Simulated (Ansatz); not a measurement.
**Indium, diamond under r²SCAN: structure, energy and stiffness**

Aim: take indium in the diamond structure, relax it, solve it on a dense k-mesh, switch on spin-orbit coupling, then scale the cell to 7 volumes from 88 to 112 % of the relaxed one and try a fit of the equation of state. The k-meshes are 8×8×8 for the relaxation; 14×14×14 for the dense run; 8×8×8 for spin-orbit coupling; 9×9×9 for the volumes.

This is In in the diamond structure; at room conditions it is tetragonal.

Program: Ansatz 0.2.0. Level of theory: DFT r2SCAN, plane waves (500 eV) with PAW, scalar-relativistic; PAW files made under PBE, frozen cores solved again for the functional. These are calculated values, not measurements.

## 1. The starting structure

Symmetry: Fd-3m, No. 227, cubic system. The conventional cell has a = 6.560 Å, b = 6.560 Å, c = 6.560 Å, α = 90.00°, β = 90.00°, γ = 90.00°. Around In (site symmetry -43m) lie 4 In at 2.84 Å.

Structure file:

```
In
1.0
     0.00000    3.28019    3.28019
     3.28019    0.00000    3.28019
     3.28019    3.28019    0.00000
In
2
Direct
  0.12500 0.12500 0.12500
  0.87500 0.87500 0.87500
```

## 2. Relaxation of the cell

File input.yaml:

```yaml
crystal:
  lattice:
    - [0.0, 3.2801942926, 3.2801942926]
    - [3.2801942926, 0.0, 3.2801942926]
    - [3.2801942926, 3.2801942926, 0.0]
  atoms:
    - { symbol: In, position: [0.125, 0.125, 0.125] }
    - { symbol: In, position: [0.875, 0.875, 0.875] }
hamiltonian:
  xc: r2scan
  pseudopotentials:
    kind: paw
    azcp:
      In: "pseudopotentials/In.paw.azcp"
basis:
  ecutwfc: 500
  fft_grid_basis: typed
kpoints:
  mp_grid: { grid: [8, 8, 8], shift: [0, 0, 0] }
magnetization:
  spin_polarized: false
scf:
  occupations: { method: fermi_dirac, width: 0.1 }
relax:
  max_steps: 60
  f_tol: 0.01
  cell: {}
output:
  write_density: true
  write_potential: true
  elf: true
  volumetric_format: npy
```

Launch:

```
$ ansatz run input.yaml --threads 1 --pin off --max-ram 3584MiB --backend cpu --events-out ev --progress --plain --runs-dir out
```

Output, cut to the lines that bear on the results:

```text
[...]
Pseudopotentials: kind: paw
Pseudopotential: In, paw, valence charge 13, recommended cutoff 500 eV (meta_gga), <dir>
Functional definition: r2SCAN
[...]
Crystal: 2 atoms, lattice volume = 70.588 Å³
Basis set: ecut = 500 eV, 1807 PW (Γ), exchange–correlation on 144×144×144 points (64 copies of the dense FFT grid, shifted against one another)
Bands: 17, of which v1, the nominal top of the filled ones, is band 13 counted from 1 (12 counted from 0)
Symmetry: 48 space group operations
Space group: Fd-3m (ITA 227), of the structure as read, at distance tolerance 4.1e-5 Å
k-points: 29 of 512
[...]
SCF iter   1: F=—  HF=-11223.084494 eV  |F-HF|=—  |Δ(HF+E_count)|=         —  Δρ=6.78e-3  dr2=1.90e-2  dr2_τ=5.61e-3  ethr=1.77e-3  ⟨swp⟩=5.9  Hψ=2673  notcnv=0
[...]
relax step   1: F+E_penalty+E_count = -11223.08340550 eV  Δ(F+E_penalty+E_count) = +0.000e0 eV  max|allowed force component| = 1.388e-17 eV/Å  Δτ_max = 0.0000 Å  P = +0.717 GPa  Ω = 70.588 Å³  (6 SCF iters, dr2 threshold 1.00e-7 eV, accepted)
[...]
relax step   3: F+E_penalty+E_count = -11223.08695345 eV  Δ(F+E_penalty+E_count) = -4.092e-5 eV  max|allowed force component| = 1.550e-16 eV/Å  Δτ_max = 0.0000 Å  P = -0.004 GPa  Ω = 72.273 Å³  energy of the carried Pulay correction = -1.175e-4 eV  (4 SCF iters, dr2 threshold 9.53e-9 eV, accepted)
[...]
relax step   4: F+E_penalty+E_count = -11223.08709061 eV  Δ(F+E_penalty+E_count) = -1.372e-4 eV  max|allowed force component| = 1.989e-16 eV/Å  Δτ_max = 0.0000 Å  P = +0.000 GPa  Ω = 72.273 Å³  stress off target by 2.18e-4 GPa  SCF on the basis re-selected at this cell (its energy is not [...]
SCF converged after 5 iterations
Free energy (F): -11223.087091 eV
[...]
E sigma→0 (E₀):  -11223.061430 eV
Entropy (-TS):   -0.051322 eV (-25.661 meV/atom)
Fermi energy:    5.824605 eV
[...]
--- Forces (eV/Å), atoms counted from 1 ---
  atom   1  In    -0.00000000     0.00000000     0.00000000
  atom   2  In     0.00000000    -0.00000000    -0.00000000
[...]
--- Stress (GPa, compression-positive) ---
        0.000218       0.000000       0.000000
       -0.000000       0.000218       0.000000
       -0.000000       0.000000       0.000218
  P = ⅓ Tr σ = 0.0002 GPa (0.002 kbar)
--- Band table (eV; the first three rows and the last of 29) ---
  k-point 0: bands = ["-9.3811", "-9.3811", "-9.3811", "-9.3103", "-9.3103", "-8.8523", "-8.8523", "-8.8523", "-8.7932", "-8.7932", "-2.5708", "8.3326", "8.3326", "8.3326", "8.6799", "10.0949", "10.0949"]
[...]
--- Relaxed structure (3 steps of the walk, 3 accepted, 1 SCFs on fresh bases) ---
  F+E_penalty+E_count = -11223.08709061 eV   max|allowed force component| = 1.989e-16 eV/Å   (the final SCF, on the basis selected at the relaxed cell)
  cell:  # Å, volume = 72.2730 Å³
    - [2.5476860164477946e-34, 3.3060946705478576, 3.3060946705478576]
    - [3.3060946705478576, 5.190910258512382e-34, 3.3060946705478576]
    - [3.3060946705478576, 3.3060946705478576, -9.235361809623256e-35]
  atoms:
    - { symbol: In, position: [0.125, 0.125, 0.125] }
    - { symbol: In, position: [0.8749999999999999, 0.8749999999999999, 0.8749999999999999] }
```

Run time: 29 s. Hardware: 1 thread of Intel Xeon Platinum 8259CL at 2.50GHz (Skylake/Cascade Lake), shared host; peak memory 0.76 GiB.

Relaxation path:

| step | energy change (meV/atom) | largest force (eV/Å) | pressure (GPa) | volume (Å³/atom) |
| --- | --- | --- | --- | --- |
| 1 | 0.00 | 0.0000 | 0.72 | 35.294 |
| 2 | -1.75 | 0.0000 | -0.06 | 36.211 |
| 3 | -1.77 | 0.0000 | 0.00 | 36.136 |
| 4 | -1.84 | 0.0000 | 0.00 | 36.136 |

Steps that repeat a cell are solved on a basis chosen anew, so their changes of energy are no gain of the relaxation.

The cell of the run, before and after:

|  | before | after | change |
| --- | --- | --- | --- |
| a (Å) | 4.639 | 4.676 | +0.8 % |
| b (Å) | 4.639 | 4.676 | +0.8 % |
| c (Å) | 4.639 | 4.676 | +0.8 % |
| volume (Å³/atom) | 35.294 | 36.136 | +2.4 % |
| shortest distance (Å) | 2.841 | 2.863 | +0.8 % |
| space group (spins left aside) | Fd-3m | Fd-3m | same |

## 3. Single point on a dense mesh

File input.yaml:

```yaml
crystal:
  lattice:
    - [0.0, 3.3060946705, 3.3060946705]
    - [3.3060946705, 0.0, 3.3060946705]
    - [3.3060946705, 3.3060946705, 0.0]
  atoms:
    - { symbol: In, position: [0.125, 0.125, 0.125] }
    - { symbol: In, position: [0.875, 0.875, 0.875] }
hamiltonian:
  xc: r2scan
  pseudopotentials:
    kind: paw
    azcp:
      In: "pseudopotentials/In.paw.azcp"
basis:
  ecutwfc: 500
  fft_grid_basis: typed
kpoints:
  mp_grid: { grid: [14, 14, 14], shift: [0, 0, 0] }
magnetization:
  spin_polarized: false
scf:
  occupations: { method: fermi_dirac, width: 0.1 }
output:
  write_density: true
  write_potential: true
  elf: true
  volumetric_format: npy
```

Launch:

```
$ ansatz run input.yaml --threads 1 --pin off --max-ram 3584MiB --backend cpu --events-out ev --progress --plain --runs-dir out
```

Output, cut to the lines that bear on the results:

```text
[...]
Pseudopotentials: kind: paw
Pseudopotential: In, paw, valence charge 13, recommended cutoff 500 eV (meta_gga), <dir>
Functional definition: r2SCAN
[...]
Crystal: 2 atoms, lattice volume = 72.273 Å³
Basis set: ecut = 500 eV, 1837 PW (Γ), exchange–correlation on 144×144×144 points (64 copies of the dense FFT grid, shifted against one another)
Bands: 17, of which v1, the nominal top of the filled ones, is band 13 counted from 1 (12 counted from 0)
Symmetry: 48 space group operations
Space group: Fd-3m (ITA 227), of the structure as read, at distance tolerance 4.2e-5 Å
k-points: 104 of 2744
[...]
SCF iter   1: F=—  HF=-11223.089158 eV  |F-HF|=—  |Δ(HF+E_count)|=         —  Δρ=6.65e-3  dr2=1.88e-2  dr2_τ=5.15e-3  ethr=1.77e-3  ⟨swp⟩=6.0  Hψ=9592  notcnv=0
[...]
SCF iter   6: F=-11223.087495 eV  HF=-11223.087495 eV  |F-HF|=3.11e-9  |Δ(HF+E_count)|=   5.17e-8  Δρ=1.70e-6  dr2=8.60e-10  dr2_τ=1.03e-10  ethr=3.85e-10  ⟨swp⟩=4.8  Hψ=6102  notcnv=0
[...]
SCF converged after 6 iterations
Free energy (F): -11223.087495 eV
[...]
E sigma→0 (E₀):  -11223.061452 eV
Entropy (-TS):   -0.052086 eV (-26.043 meV/atom)
Fermi energy:    5.825394 eV
[...]
--- Band table (eV; the first three rows and the last of 104) ---
  k-point 0: bands = ["-9.3767", "-9.3767", "-9.3767", "-9.3059", "-9.3059", "-8.8478", "-8.8478", "-8.8478", "-8.7887", "-8.7887", "-2.5687", "8.3346", "8.3346", "8.3346", "8.6813", "10.0964", "10.0964"]
[...]
```

Wall time 27 s (1 thread of Intel Xeon Platinum 8259CL at 2.50GHz (Skylake/Cascade Lake), shared host); peak memory 0.73 GiB.

Axes a, b and c in the maps are those of this run's conventional cell (a, b, c = 6.612, 6.612, 6.612 Å).

Density in a lattice plane of the grid's cell (edges 6.61 and 6.61 Å, at 0.125 of the third edge), which holds In.

Ten even steps from '0' (0.01 e/Å³) to '9' (10.88 e/Å³):
```
000000000000000000000000
000000000000000000000000
000000000000000000000000
000000000000000000000000
000000000000000100000000
000000000000013431000000
000000000000037973100000
000000000000037973000000
000000000000013431000000
000000000000000000000000
000000000000000000000000
000000000000000000000000
000000000000000000000000
000000000000000000000000
000100000000000000000000
013431000000000000000000
037973100000000000000000
037973000000000000000000
013431000000000000000000
000000000000000000000000
```
Columns run along the first of these edges and rows up along the second, over one cell in 24 and 20 even steps from the bottom left corner. Atoms in the plane (fractional): In at (0.12, 0.12), In at (0.62, 0.62).

ELF in the same plane.

Ten even steps from '0' (0.00) to '9' (0.39):
```
976667999876543334567899
988888998777776667777789
776667777789998889998777
543334567899976667899876
321112346898666666689864
210001235886663236668853
100000125776730003667753
100000135776730003667753
210001235886653136668853
321112346898667776689864
543334567899976667999876
776667777789988888998777
998889998777776667777789
976667899876543334567899
666666689864321112346898
663236668853210001235886
730003667753100000125776
730003667753100000135776
653136668853210001235886
667776689864321112346898
```
Columns run along the first of these edges and rows up along the second, over one cell in 24 and 20 even steps from the bottom left corner. Atoms in the plane (fractional): In at (0.12, 0.12), In at (0.62, 0.62).

Both are smooth fields of the valence electrons: close to the nuclei they are not physical.

## 4. Spin-orbit coupling switched on

input.yaml, as its differences from that of step 3:

```diff
@@ -11,3 +11,3 @@
   pseudopotentials:
-    kind: paw
+    kind: paw_fr
     azcp:
@@ -18,11 +18,7 @@
 kpoints:
-  mp_grid: { grid: [14, 14, 14], shift: [0, 0, 0] }
+  mp_grid: { grid: [8, 8, 8], shift: [0, 0, 0] }
 magnetization:
-  spin_polarized: false
+  noncollinear: true
+  spin_orbit: true
 scf:
   occupations: { method: fermi_dirac, width: 0.1 }
-output:
-  write_density: true
-  write_potential: true
-  elf: true
-  volumetric_format: npy
```

Launch:

```
$ ansatz run input.yaml --threads 1 --pin off --max-ram 3584MiB --backend cpu --events-out ev --progress --plain --runs-dir out
```

Output, cut to the lines that bear on the results:

```text
[...]
Pseudopotentials: kind: paw_fr
Pseudopotential: In, paw_fr, valence charge 13, recommended cutoff 500 eV (meta_gga), <dir>
Functional definition: r2SCAN
[...]
non-collinear run that drives no moment, with spin-orbit: no starting moment large enough to seed its density (crystal.atoms[].spin), no starting occupations that ask for one, no magnetisation constraint and no magnetic field, so the semilocal B_xc is pinned to zero
Crystal: 2 atoms, lattice volume = 72.273 Å³
Basis set: ecut = 500 eV, 1837 PW (Γ), exchange–correlation on 144×144×144 points (64 copies of the dense FFT grid, shifted against one another)
Bands: 34, of which v1, the nominal top of the filled ones, is band 26 counted from 1 (25 counted from 0)
Symmetry: 48 space group operations + 48 with time reversal
Magnetic group: BNS 227.129 (UNI 1631), of the structure as read, at distance tolerance 4.2e-5 Å
[...]
spin=Noncollinear: Kerker preconditioning applied to the charge; magnetization (m_x, m_y, m_z) channels mix plain (no charge-response kernel on spin).
[...]
SCF iter   8: F=-11203.853354 eV  HF=-11203.853354 eV  |F-HF|=1.43e-8  |Δ(HF+E_count)|=   3.43e-7  Δρ=3.07e-6  dr2=6.97e-9  dr2_τ=4.20e-11  dr2_m=0.00e0 (ungated)  ethr=3.85e-10  |M|=0.00e0 ∫|m|=0.00e0 μB  |m|>n=0.0e0 m-floor=0.0e0 τ_xc=0.0e0  ⟨swp⟩=2.8  Hψ=1016  notcnv=0
[...]
SCF converged after 8 iterations
Magnetization: |M| = 0.0000 μB,  M = (+0.0000, +0.0000, +0.0000) μB
Absolute magnetization: 0.0000 μB (∫|m|)
  site 0: m = (+0.0000, +0.0000, +0.0000) μB, |m| = 0.0000 μB  (R = 1.18 Å)
  site 1: m = (+0.0000, +0.0000, +0.0000) μB, |m| = 0.0000 μB  (R = 1.18 Å)
Free energy (F): -11203.853354 eV
[...]
E sigma→0 (E₀):  -11203.827749 eV
Entropy (-TS):   -0.051210 eV (-25.605 meV/atom)
Fermi energy:    5.809948 eV
[...]
```

It took 35 s on 1 thread of Intel Xeon Platinum 8259CL at 2.50GHz (Skylake/Cascade Lake), shared host; peak memory 0.79 GiB.

Side by side:

|  | scalar-relativistic | with spin-orbit coupling |
| --- | --- | --- |
| k-mesh | 14×14×14 | 8×8×8 |
| gap on the mesh | none (levels filled in part) | none (levels filled in part) |

The meshes differ, so small differences between the columns need not come from spin-orbit coupling.

## 5. Volume × 0.88

File input.yaml:

```yaml
crystal:
  lattice:
    - [0.0, 3.1681775308, 3.1681775308]
    - [3.1681775308, 0.0, 3.1681775308]
    - [3.1681775308, 3.1681775308, 0.0]
  atoms:
    - { symbol: In, position: [0.125, 0.125, 0.125] }
    - { symbol: In, position: [0.875, 0.875, 0.875] }
hamiltonian:
  xc: r2scan
  pseudopotentials:
    kind: paw
    azcp:
      In: "pseudopotentials/In.paw.azcp"
basis:
  ecutwfc: 500
  fft_grid_basis: typed
kpoints:
  mp_grid: { grid: [9, 9, 9], shift: [0, 0, 0] }
magnetization:
  spin_polarized: false
scf:
  occupations: { method: fermi_dirac, width: 0.1 }
  lower_state_search: "off"
output:
  stress: true
  write_density: true
  write_potential: true
  elf: true
  volumetric_format: npy
```

Launch:

```
$ ansatz run input.yaml --threads 1 --pin off --max-ram 3584MiB --backend cpu --events-out ev --progress --plain --runs-dir out
```

Output, cut to the lines that bear on the results:

```text
[...]
Pseudopotentials: kind: paw
Pseudopotential: In, paw, valence charge 13, recommended cutoff 500 eV (meta_gga), <dir>
Functional definition: r2SCAN
[...]
Crystal: 2 atoms, lattice volume = 63.600 Å³
Basis set: ecut = 500 eV, 1639 PW (Γ), exchange–correlation on 144×144×144 points (64 copies of the dense FFT grid, shifted against one another)
Bands: 17, of which v1, the nominal top of the filled ones, is band 13 counted from 1 (12 counted from 0)
Symmetry: 48 space group operations
Space group: Fd-3m (ITA 227), of the structure as read, at distance tolerance 4.0e-5 Å
k-points: 35 of 729
[...]
SCF iter   1: F=-11222.960396 eV  HF=-11222.966461 eV  |F-HF|=6.07e-3  |Δ(HF+E_count)|=         —  Δρ=7.37e-3  dr2=2.04e-2  dr2_τ=7.97e-3  ethr=1.77e-3  ⟨swp⟩=6.0  Hψ=3391  notcnv=0
[...]
SCF iter   6: F=-11222.968010 eV  HF=-11222.968010 eV  |F-HF|=4.06e-10  |Δ(HF+E_count)|=   4.25e-8  Δρ=1.00e-6  dr2=9.78e-10  dr2_τ=1.05e-11  ethr=1.01e-10  ⟨swp⟩=7.1  Hψ=4303  notcnv=0
[...]
SCF converged after 6 iterations
Free energy (F): -11222.968010 eV
[...]
E sigma→0 (E₀):  -11222.946604 eV
Entropy (-TS):   -0.042812 eV (-21.406 meV/atom)
Fermi energy:    7.178364 eV
[...]
--- Stress (GPa, compression-positive) ---
        4.963661       0.000000      -0.000000
        0.000000       4.963661       0.000000
       -0.000000       0.000000       4.963661
  P = ⅓ Tr σ = 4.9637 GPa (49.637 kbar)
--- Band table (eV; the first three rows and the last of 35) ---
  k-point 0: bands = ["-8.2282", "-8.2282", "-8.2282", "-8.1416", "-8.1416", "-7.5295", "-7.5295", "-7.5295", "-7.4297", "-7.4297", "-1.8765", "10.0752", "10.0752", "10.0752", "11.2120", "11.7747", "11.7747"]
[...]
```

Wall time 13 s (1 thread of Intel Xeon Platinum 8259CL at 2.50GHz (Skylake/Cascade Lake), shared host); peak memory 0.74 GiB.

## 6. Volume × 0.92

input.yaml, as its differences from that of step 5:

```diff
@@ -2,5 +2,5 @@
   lattice:
-    - [0.0, 3.1681775308, 3.1681775308]
-    - [3.1681775308, 0.0, 3.1681775308]
-    - [3.1681775308, 3.1681775308, 0.0]
+    - [0.0, 3.215470735, 3.215470735]
+    - [3.215470735, 0.0, 3.215470735]
+    - [3.215470735, 3.215470735, 0.0]
   atoms:
```

Launch:

```
$ ansatz run input.yaml --threads 1 --pin off --max-ram 3584MiB --backend cpu --events-out ev --progress --plain --runs-dir out
```

Output, cut to the lines that bear on the results:

```text
[...]
Pseudopotentials: kind: paw
Pseudopotential: In, paw, valence charge 13, recommended cutoff 500 eV (meta_gga), <dir>
Functional definition: r2SCAN
[...]
Crystal: 2 atoms, lattice volume = 66.491 Å³
Basis set: ecut = 500 eV, 1687 PW (Γ), exchange–correlation on 144×144×144 points (64 copies of the dense FFT grid, shifted against one another)
Bands: 17, of which v1, the nominal top of the filled ones, is band 13 counted from 1 (12 counted from 0)
Symmetry: 48 space group operations
Space group: Fd-3m (ITA 227), of the structure as read, at distance tolerance 4.1e-5 Å
k-points: 35 of 729
[...]
SCF iter   1: F=-11223.031236 eV  HF=-11223.038207 eV  |F-HF|=6.97e-3  |Δ(HF+E_count)|=         —  Δρ=7.10e-3  dr2=1.98e-2  dr2_τ=6.86e-3  ethr=1.77e-3  ⟨swp⟩=6.0  Hψ=3387  notcnv=0
[...]
SCF iter   6: F=-11223.038409 eV  HF=-11223.038409 eV  |F-HF|=1.31e-9  |Δ(HF+E_count)|=   7.85e-8  Δρ=1.63e-6  dr2=1.50e-9  dr2_τ=4.30e-11  ethr=3.85e-10  ⟨swp⟩=9.7  Hψ=4389  notcnv=0
[...]
SCF converged after 6 iterations
Free energy (F): -11223.038409 eV
[...]
E sigma→0 (E₀):  -11223.015290 eV
Entropy (-TS):   -0.046239 eV (-23.119 meV/atom)
Fermi energy:    6.690577 eV
[...]
--- Stress (GPa, compression-positive) ---
        2.924639       0.000000      -0.000000
       -0.000000       2.924639       0.000000
       -0.000000       0.000000       2.924639
  P = ⅓ Tr σ = 2.9246 GPa (29.246 kbar)
--- Band table (eV; the first three rows and the last of 35) ---
  k-point 0: bands = ["-8.6386", "-8.6386", "-8.6386", "-8.5575", "-8.5575", "-8.0034", "-8.0034", "-8.0034", "-7.9196", "-7.9196", "-2.1288", "9.4402", "9.4402", "9.4402", "10.3017", "11.1662", "11.1662"]
[...]
```

Run time: 12 s. Hardware: 1 thread of Intel Xeon Platinum 8259CL at 2.50GHz (Skylake/Cascade Lake), shared host; peak memory 0.74 GiB.

## 7. Volume × 0.96

input.yaml, as its differences from that of step 6:

```diff
@@ -2,5 +2,5 @@
   lattice:
-    - [0.0, 3.215470735, 3.215470735]
-    - [3.215470735, 0.0, 3.215470735]
-    - [3.215470735, 3.215470735, 0.0]
+    - [0.0, 3.2614122382, 3.2614122382]
+    - [3.2614122382, 0.0, 3.2614122382]
+    - [3.2614122382, 3.2614122382, 0.0]
   atoms:
```

Launch:

```
$ ansatz run input.yaml --threads 1 --pin off --max-ram 3584MiB --backend cpu --events-out ev --progress --plain --runs-dir out
```

Output, cut to the lines that bear on the results:

```text
[...]
Pseudopotentials: kind: paw
Pseudopotential: In, paw, valence charge 13, recommended cutoff 500 eV (meta_gga), <dir>
Functional definition: r2SCAN
[...]
Crystal: 2 atoms, lattice volume = 69.382 Å³
Basis set: ecut = 500 eV, 1807 PW (Γ), exchange–correlation on 144×144×144 points (64 copies of the dense FFT grid, shifted against one another)
Bands: 17, of which v1, the nominal top of the filled ones, is band 13 counted from 1 (12 counted from 0)
Symmetry: 48 space group operations
Space group: Fd-3m (ITA 227), of the structure as read, at distance tolerance 4.1e-5 Å
k-points: 35 of 729
[...]
SCF iter   1: F=-11223.069442 eV  HF=-11223.077022 eV  |F-HF|=7.58e-3  |Δ(HF+E_count)|=         —  Δρ=6.86e-3  dr2=1.92e-2  dr2_τ=5.95e-3  ethr=1.77e-3  ⟨swp⟩=6.0  Hψ=3379  notcnv=0
[...]
SCF iter   6: F=-11223.076224 eV  HF=-11223.076224 eV  |F-HF|=1.87e-9  |Δ(HF+E_count)|=   5.19e-8  Δρ=1.66e-6  dr2=1.23e-9  dr2_τ=5.91e-11  ethr=3.85e-10  ⟨swp⟩=10.4  Hψ=4707  notcnv=0
[...]
SCF converged after 6 iterations
Free energy (F): -11223.076224 eV
[...]
E sigma→0 (E₀):  -11223.051737 eV
Entropy (-TS):   -0.048973 eV (-24.487 meV/atom)
Fermi energy:    6.246604 eV
[...]
--- Stress (GPa, compression-positive) ---
        1.330270       0.000000      -0.000000
        0.000000       1.330270      -0.000000
        0.000000      -0.000000       1.330270
  P = ⅓ Tr σ = 1.3303 GPa (13.303 kbar)
--- Band table (eV; the first three rows and the last of 35) ---
  k-point 0: bands = ["-9.0198", "-9.0198", "-9.0198", "-8.9441", "-8.9441", "-8.4409", "-8.4409", "-8.4409", "-8.3705", "-8.3705", "-2.3583", "8.8627", "8.8627", "8.8627", "9.4608", "10.6091", "10.6091"]
[...]
```

Run time: 13 s. Hardware: 1 thread of Intel Xeon Platinum 8259CL at 2.50GHz (Skylake/Cascade Lake), shared host; peak memory 0.73 GiB.

[end of part 1 of 2]
